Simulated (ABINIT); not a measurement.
Runs of ABINIT 10.8.3 (patched build) on PbF2 (Fluorocronite). It takes space group Fm-3m (No. 225, cubic). The conventional cell has a = 5.927 Å, b = 5.927 Å, c = 5.927 Å, α = 90.00°, β = 90.00°, γ = 90.00°. Around Pb (site symmetry m-3m) lie 8 F at 2.57 Å. Around F (site symmetry -43m) lie 4 Pb at 2.57 Å. 

```csv
level,potentials or basis,gap on the mesh (eV),pressure (GPa)
PBE,JTH PAW PBE v2.0 sp,4.39,1.4
revPBE,JTH PAW PBE v2.0,4.52,4.9
BLYP,JTH PAW PBE v2.0,4.52,4.9
BP86,JTH PAW PBE v2.0,4.41,2.0
PW91,JTH PAW PBE v2.0,(a),2.0
```

Alike in all rows: task band structure; no spin polarisation; cell as given; k mesh 8 × 8 × 8; cutoff (eV) 626; smearing fermi-dirac 0.05 eV.

Problem. Estimate the missing entries.

Solution. (a) 4.44.

Caveats: spin-orbit coupling is left out, which as a rule narrows the gap of such compounds by several tenths of an eV; the PAW data sets were made with another functional, which shifts forces and pressure a little (some runs); this set keeps more shells in the core, which shifts pressures and gaps (some runs).

A k mesh can miss the band edges, and the runs leave out spin-orbit coupling on Pb.

The runs don't all hold the same shells in valence.
